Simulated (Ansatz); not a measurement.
# Cu (Fm-3m) in Ansatz: notebook

One crystal, Cu, is run at these levels: exchange-only PBE, PBEsol+D4; tasks: single point.

All numbers are computed with Ansatz 0.2.0; they aren't measurements. Logs are shortened: lines on timing, memory, paths and dates and some standing lists are left out, and cuts for length are marked.

## (1) The structure

It takes space group Fm-3m (No. 225, cubic). Conventional cell: a = 3.615 Å, b = 3.615 Å, c = 3.615 Å, α = 90.00°, β = 90.00°, γ = 90.00°. Cu (site symmetry m-3m) is surrounded by 12 Cu at 2.56 Å.

## (2) Single point, exchange-only PBE (cell strained at random at fixed volume)

The input, input.yaml:

```yaml
crystal:
  lattice:
    - [-0.041548, 1.763876, 1.742016]
    - [1.840126, -0.036718, 1.737186]
    - [1.857689, 1.776608, -0.05428]
  atoms:
    - { symbol: Cu, position: [0.003278, 0.00366, -0.00576] }
hamiltonian:
  xc: { exchange: pbe, correlation: none }
  pseudopotentials: { kind: paw, accuracy: standard }
kpoints:
  mp_grid: { grid: [10, 10, 9] }
scf:
  occupations: { method: methfessel_paxton, width: 0.1 }
output:
  forces: true
  stress: true
  eigenvalues: true
  write_density: true
  write_potential: true
  elf: true
  volumetric_format: npy
accuracy: low
```

Potentials or basis: SSSP efficiency PAW.

The run is started by

```
> ansatz run input.yaml --threads 1 --pin off --max-ram 2560MiB --backend cpu --events-out ev --progress --plain --runs-dir out
```

The program printed:

```text
Warning: RAYON_NUM_THREADS=1 ignored (pool sized by the plan → 1); use --threads N
Engine: ansatz 0.2.0, x86_64-unknown-linux-gnu
Pseudopotentials: kind: paw
Pseudopotential: Cu, paw, valence charge 11, recommended cutoff 1224.512381 eV (normal), Cu.paw.azcp
Functional definition: unnamed
  exchange = pbe_x
  correlation = 0
Crystal: 1 atoms, lattice volume = 11.810 Å³
Basis set: ecut = 1224.512381 eV, 1155 PW (Γ), exchange–correlation on 90×96×96 points (8 copies of the dense FFT grid, shifted against one another)
Bands: 10, of which v1, the nominal top of the filled ones, is band 6 counted from 1 (5 counted from 0)
Symmetry: 2 space group operations
Space group: P-1 (ITA 2), of the structure as read, at distance tolerance 2.3e-5 Å
k-points: 452 of 900
Non-local potential: Cu, projectors of the file, l = 0: 2, l = 1: 2, l = 2: 2
PAW form: compensated (Kresse and Joubert's): semilocal exchange-correlation on the pseudo side sees the compensation charge
PAW frozen core: Cu, regenerated for the run's functional, and the local potential with it (the file was generated under x = pbe(κ = 0.804, μ = 0.2195149727645171), c = pbe(β = 0.06672455060314922))
PAW one-centre angular grid: Cu, 590 points (default); XC on 64 Gauss nodes
Initial density: superposition of atomic densities (chi_scale 0.1, normalization cell)
Initial wavefunctions: pseudopotential atomic-orbital guess
Functional: x = pbe(κ = 0.804, μ = 0.2195149727645171), c = none
SCF iter   1: F=—  HF=-2861.385505 eV  |F-HF|=—  |Δ(HF+E_count)|=         —  Δρ=1.22e-1  dr2=1.02e0  ethr=3.10e-3  ⟨swp⟩=5.4  Hψ=27281  notcnv=0
preconditioner: auto → none  [metal: Δε(μ)=0.035 eV  Ē_g=16.608 eV  σ=0.100 eV  W_gap=0.28  n_scr=0 (ndim 8)  ℏωp=35.8 eV  f_vac=0.000  D(μ)=0.44/eV (n_scr^D=0)]
SCF iter   2: F=—  HF=-2861.184724 eV  |F-HF|=—  |Δ(HF+E_count)|=   2.01e-1  S|Δr|=    0.00e0  Δρ=1.13e-2  dr2=9.20e-3  ethr=3.10e-3  ⟨swp⟩=3.0  Hψ=11806  notcnv=0  defer=184
SCF iter   3: F=—  HF=-2861.183589 eV  |F-HF|=—  |Δ(HF+E_count)|=   1.14e-3  S|Δr|=    0.00e0  Δρ=5.08e-3  dr2=1.52e-3  ethr=8.36e-5  ⟨swp⟩=1.0  Hψ=5453  notcnv=0  defer=184
SCF iter   4: F=—  HF=-2861.183485 eV  |F-HF|=—  |Δ(HF+E_count)|=   1.04e-4  S|Δr|=    0.00e0  Δρ=1.43e-4  dr2=7.65e-7  ethr=1.38e-5  ⟨swp⟩=1.0  Hψ=4347  notcnv=0  defer=184
SCF iter   5: F=—  HF=-2861.183487 eV  |F-HF|=—  |Δ(HF+E_count)|=   2.48e-6  S|Δr|=    0.00e0  Δρ=2.50e-5  dr2=1.85e-8  ethr=9.09e-10  ⟨swp⟩=11.3  Hψ=32991  notcnv=0
SCF iter   6: F=-2861.183487 eV  HF=-2861.183487 eV  |F-HF|=3.23e-10  |Δ(HF+E_count)|=   7.19e-8  S|Δr|=    0.00e0  Δρ=2.58e-6  dr2=5.18e-10  ethr=1.69e-10  ⟨swp⟩=4.6  Hψ=22282  notcnv=0
SCF 1 converged in 6 iterations: F = -2861.183487 eV  dr2 = 5.18e-10
SCF converged after 6 iterations
Stability not checked: this state was not tested for a lower state beside it, because cold or Methfessel-Paxton smearing, or corrected tetrahedra, fill the levels in a way that the test cannot read (fill_not_monotonic; see scf.lower_state_search)
Free energy (F): -2861.183487 eV
Harris-Foulkes:  -2861.183487 eV  (|F-HF|=3.23e-10)
Internal energy: -2861.183294 eV  (E = F + TS)
E sigma→0 (E₀):  -2861.183439 eV
Entropy (-TS):   -0.000193 eV (-0.193 meV/atom)
Fermi energy:    14.377078 eV
--- Per-component energies (eV) ---
  E_band       = 124.430597
  E_kinetic    = 272.162037
  E_local      = -935.707207  (includes V_loc(G=0)·N_el)
  E_nonlocal   = 282.029099
  E_hartree    = 416.194521
  E_xc         = -577.299261
  E_vxc        = -333.223850  (∫ρ·V_xc dr)
  E_paw        = -1213.864713  (= ΣΔE_a)
  E_vpaw       = 6.780608  (= ΣTr[D̂ρ^β])
  E_aug_tail   = 0.000002  (compensation charges beyond the density's cutoff)
  E_ewald      = -1104.620890
  E_core_change = -0.076883  (= ΣΔE_core)
  E_smearing   = -0.000193  (= −TS)
  E_closure    = -0.000000  (closes the sum)
  Σ components = -2861.183487   (vs F -2861.183487, Δ=0.00e0)
--- Forces (eV/Å), atoms counted from 1 ---
  atom   1  Cu     0.00000000     0.00000000     0.00000000
  max |Σ_I F_I| component: 0.00e0 eV/Å
--- Stress (GPa, compression-positive) ---
       22.427504      -0.409149       2.685128
       -0.409149      23.537226       3.389255
        2.685128       3.389255      25.087456
  P = ⅓ Tr σ = 23.6841 GPa (236.841 kbar)
--- Band table (eV; the first three rows and the last of 452) ---
  k-point 0: bands = ["5.0135", "11.1034", "11.3109", "11.5016", "12.0138", "12.2610", "37.2959", "38.8134", "39.3171", "41.1360"]
  k-point 1: bands = ["5.4454", "11.0910", "11.2959", "11.5738", "12.0183", "12.2319", "33.2384", "37.9000", "38.3362", "40.1508"]
  k-point 2: bands = ["6.6682", "11.0063", "11.2809", "11.6650", "12.1480", "12.2534", "27.5947", "36.7636", "37.5182", "39.2404"]
  k-point 451: bands = ["9.3719", "11.1583", "11.3312", "12.3906", "12.8165", "14.1294", "18.7233", "33.6291", "34.9488", "35.6474"]
```

rho_z.tsv:

```text
# z_ang	rho[e/angstrom^3]
# format = ansatz-planar-average/11
# lattice	-0.041548000	1.763876000	1.742016000
# lattice	1.840126000	-0.036718000	1.737186000
# lattice	1.857689000	1.776608000	-0.054280000
# sites	1
# site	29	-0.004101622	-0.004585664	0.012381082
0.000000	2.431187e0
0.053564	2.381790e0
0.107127	2.273032e0
0.160691	2.114364e0
0.214254	1.919055e0
0.267818	1.702444e0
[... 40 lines left out ...]
2.463922	2.340050e0
2.517485	2.416849e0
```

v_z.tsv:

```text
# z_ang	v_es[eV]	v_tot[eV]
# format = ansatz-planar-average/11
# xc	{"exchange":"pbe","correlation":"none","exx":null}
# density_cutoff_ev	12245.123810000001
# datasets	Cu=:simpson_from_first_knot:compensated:shift=-363
# lattice	-0.041548000	1.763876000	1.742016000
# lattice	1.840126000	-0.036718000	1.737186000
# lattice	1.857689000	1.776608000	-0.054280000
# sites	1
# site	29	-0.004101622	-0.004585664	0.012381082
0.000000	1.745132e0	-1.472727e1
0.053564	1.811718e0	-1.456227e1
0.107127	1.963088e0	-1.418938e1
0.160691	2.197286e0	-1.361928e1
0.214254	2.511338e0	-1.286796e1
0.267818	2.901800e0	-1.195569e1
[... 40 lines left out ...]
2.463922	1.868991e0	-1.442078e1
2.517485	1.764337e0	-1.467964e1
```

Run time: 12 s. Hardware: 1 thread of AMD EPYC 7B13 (Zen 3), shared host; peak memory 0.69 GiB.

These settings aren't checked as converged (typed here: accuracy = low): the numbers below hold their error.

Results:

- Free energy: -2861.1835 eV
- Pressure: 23.7 GPa
- Band gap on the k mesh: none (metal or under the smearing width)

## (3) Single point, PBEsol+D4

The input, input.yaml:

```yaml
crystal:
  lattice: { a: 3.615, b: 3.615, c: 3.615, alpha: 90.0, beta: 90.0, gamma: 90.0 }
  space_group: 225
  reduce_to_primitive: true
  atoms:
    - { symbol: Cu, wyckoff: "4a", position: [0.0, 0.0, 0.0] }
hamiltonian:
  xc: pbesol
  pseudopotentials: { kind: paw, accuracy: stringent, xc_functional: pbe }
  dispersion: d4
kpoints:
  mp_grid: { grid: [13, 13, 13] }
scf:
  occupations: { method: methfessel_paxton, width: 0.05 }
output:
  forces: true
  stress: true
  eigenvalues: true
```

Potentials or basis: SSSP precision PAW.

The run is started by

```
> ansatz run input.yaml --threads 1 --pin off --max-ram 2560MiB --backend cpu --events-out ev --progress --plain --runs-dir out
```

The program printed:

```text
Warning: The stringent table, which hamiltonian.pseudopotentials names, holds the potential of the library's standard table for Cu (one content_sha256, or a second file that the publisher made of the same generator input, which states another). The run takes no other species from the library, so that hamiltonian.pseudopotentials.accuracy: standard would change no potential of it. The deck needs no change, but a comparison with a run at hamiltonian.pseudopotentials.accuracy: standard does not test the potential of Cu. With hamiltonian.pseudopotentials.accuracy and source left out a run reads another potential of Cu, from this project's own files. To test it, run on another potential, such as that of hamiltonian.pseudopotentials: {kind: paw}
Warning: RAYON_NUM_THREADS=1 ignored (pool sized by the plan → 1); use --threads N
crystal.space_group: 225 is read as Fm-3m: the typed cell holds Cu4 (Cu 4a). Least distances (Å): Cu–Cu 2.556
[... 3 set-up lines as earlier in the session ...]
Functional definition: PBEsol
  exchange = pbesol_x
  correlation = pbesol_c
Crystal: 1 atoms, lattice volume = 11.810 Å³
[... 36 lines left out ...]
  E_vxc        = -351.110824  (∫ρ·V_xc dr)
  E_paw        = -1192.053293  (= ΣΔE_a)
  E_vpaw       = 5.128645  (= ΣTr[D̂ρ^β])
  E_aug_tail   = 0.000002  (compensation charges beyond the density's cutoff)
  E_ewald      = -1104.905533
  E_disp       = -0.324208  (pairwise vdW)
  E_core_change = 0.717732  (= ΣΔE_core)
  E_smearing   = -0.000117  (= −TS)
  E_closure    = -0.000000  (closes the sum)
  Σ components = -2863.243201   (vs F -2863.243201, Δ=0.00e0)
--- Forces (eV/Å), atoms counted from 1 ---
  atom   1  Cu     0.00000000    -0.00000000    -0.00000000
  max |Σ_I F_I| component: 2.63e-30 eV/Å
--- Stress (GPa, compression-positive) ---
      -10.404444       0.000000      -0.000000
        0.000000     -10.404444      -0.000000
       -0.000000      -0.000000     -10.404444
  P = ⅓ Tr σ = -10.4044 GPa (-104.044 kbar)
--- Band table (eV; the first three rows and the last of 84) ---
  k-point 0: bands = ["3.0358", "9.4543", "9.4543", "9.4543", "10.2940", "10.2940", "35.3615", "37.7305", "37.7305", "37.7305"]
  k-point 1: bands = ["3.2508", "9.4087", "9.4947", "9.4947", "10.2787", "10.2787", "33.7113", "36.1501", "37.0684", "37.0684"]
  k-point 2: bands = ["3.8814", "9.2966", "9.5823", "9.5823", "10.2640", "10.2640", "29.7601", "35.7650", "36.1127", "36.1127"]
  k-point 83: bands = ["8.3329", "8.8036", "9.0446", "10.2657", "10.9776", "17.3088", "19.2670", "21.2483", "21.7218", "39.7385"]
```

Wall time 2.1 s (1 thread of AMD EPYC 7B13 (Zen 3), shared host); peak memory 0.5 GiB.

What came out:

- Free energy: -2863.2432 eV
- Pressure: -10.4 GPa
- Band gap on the k mesh: none (metal or under the smearing width)

Caveat: pairwise dispersion overbinds metals, which lowers pressure and volume.
